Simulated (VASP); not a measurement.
# MgO: self-consistent run

MgO, Fm-3m (no. 225), 2 atoms in the cell. PBEsol; PAW potentials Mg, O (PBE set).

## Input

INCAR:
```
ALGO     = Normal         # electronic algorithm
EDIFF    = 1E-7           # SCF threshold, eV
ENCUT    = 520            # plane-wave cutoff, eV
GGA      = PS             # functional
GGA_COMPAT= F            
ISIF     = 2              # what is computed and relaxed
ISMEAR   = 0              # smearing method
LASPH    = T              # aspherical terms in the spheres
LCHARG   = F              # write CHGCAR
LREAL    = F              # projectors in reciprocal space
LWAVE    = F              # write WAVECAR
NELM     = 100            # most SCF steps
PREC     = Accurate       # precision mode
SIGMA    = 0.02           # smearing width, eV
```

KPOINTS:
```
k-points
0
Gamma
  9 9 9
```

POSCAR:
```
MgO
1.0
    0.0000000000      2.0970013927      2.0970013927
    2.0970013927      0.0000000000      2.0970013927
    2.0970013927      2.0970013927      0.0000000000
Mg O
1 1
Direct
    0.0000000000      0.0000000000      0.0000000000
    0.5000000000      0.5000000000      0.5000000000
```

Commands:
```
cat potpaw_PBE.64/Mg/POTCAR potpaw_PBE.64/O/POTCAR > POTCAR
mpirun -np 1 vasp_std > vasp.out
```

## Result

- Pressure (GPa): 1.85
- Gap on the mesh (eV): 4.760
- Fermi level (eV): 3.352

Levels at the zone centre (eV from the valence top there):

| 1 | 2 | 3 |
|---|---|---|
| 0.000 | 0.000 | 4.760 |

VASP 6.6.1 took 10 s on 1 core (Intel Xeon Platinum 8375C @ 2.90GHz (Ice Lake)), a shared host.
